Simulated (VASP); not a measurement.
Crystal: Ga.

```xyz
6
Lattice="-2.9755 2.9755 2.9755 2.9755 -2.9755 2.9755 2.9755 2.9755 -2.9755" Properties=species:S:1:pos:R:3 pbc="T T T"
Ga    2.2316    0.0000    1.4877
Ga    1.4877    2.2316    0.0000
Ga    0.7439    0.0000    4.4633
Ga    4.4632    0.7439    0.0000
Ga    0.0000    1.4878    2.2316
Ga    0.0000    4.4632    0.7439
```

This isn't the form of Ga at room conditions, which is orthorhombic.

| Quantity | Value |
| --- | --- |
| Program | VASP 6.6.1 |
| Task | relaxation of cell and atoms |
| Functional | PBE |
| Potentials or basis | VASP PAW PBE potentials, release 64 (Ga_d) |
| Cutoff | 520 eV |
| k mesh | 7 × 7 × 7 |
| Occupations | gaussian, width 0.1 eV |
| Spin | no spin polarisation |

At the start: pressure 4.5 GPa; volume 17.56 Å³/atom.

**Question.** How do energy, volume and symmetry change on relaxing?

**Answer.** Over 3 steps the energy falls by 18.1 meV/atom and the volume is 18.95 Å³/atom (+7.9 %); space group I-43d (No. 220, to 0.05 Å).

Step by step:
```
step  energy change (eV)  largest force (eV/Å)  pressure (GPa)  volume (Å³)
   1              0.0000                0.0000            4.54       105.38
   2             -0.1080                0.0000            0.23       113.15
   3             -0.1084                0.0000            0.01       113.72
```

Final structure:
```xyz
6
Lattice="-3.0521 3.0521 3.0521 3.0521 -3.0521 3.0521 3.0521 3.0521 -3.0521" Properties=species:S:1:pos:R:3 pbc="T T T"
Ga    2.2891    0.0000    1.5260
Ga    1.5260    2.2891    0.0000
Ga    0.7630    0.0000    4.5781
Ga    4.5781    0.7630    0.0000
Ga    0.0000    1.5260    2.2891
Ga    0.0000    4.5781    0.7630
```
